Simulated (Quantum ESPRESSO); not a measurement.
The system is Cu.

```xyz
1
Lattice="0.0000 1.8075 1.8075 1.8075 0.0000 1.8075 1.8075 1.8075 0.0000" Properties=species:S:1:pos:R:3 pbc="T T T"
Cu    0.0000    0.0000    0.0000
```

* Program: Quantum ESPRESSO 7.5
* Task: Hubbard U by linear response
* Functional: LDA
* Potentials or basis: GBRV 1.5 LDA
* Cutoff: 762 eV
* Density cutoff: 6095 eV
* k mesh: 10 × 10 × 10
* Occupations: cold, width 0.2 eV
* Spin: no spin polarisation
* Hubbard terms: Cu d U = 1 eV
* Start of the occupations: default
* Hubbard projectors: ortho-atomic
* Form of the LDA correlation: PZ81
* Mixing beta: 0.3
* Most SCF iterations: 120
* SCF threshold: 2e-10 Ry
* q mesh: 2 × 2 × 2

Q: What Hubbard parameters does linear response give?

A: U = 12.36 eV on Cu 3d. The values belong to these projectors, potentials and this ground state, and don't carry over to other codes. A full shell responds little, which gives very large values.

Hubbard U from linear response:
| site | manifold | U (eV) |
| --- | --- | --- |
| 1 | Cu-3d | 12.36 |
On the first site the bare response is -0.188 and the screened one -0.056 eV⁻¹.

Eigenvalues of the final occupation matrices:
```
   site  spin  trace               eigenvalues
Cu 1 3d  each   4.70  0.93 0.93 0.93 0.95 0.95
```

Caveat: the k mesh is coarse; the computed U isn't converged in cell size; U without spin polarisation on a metal has little footing; the U is typed as a test and isn't derived for this compound.
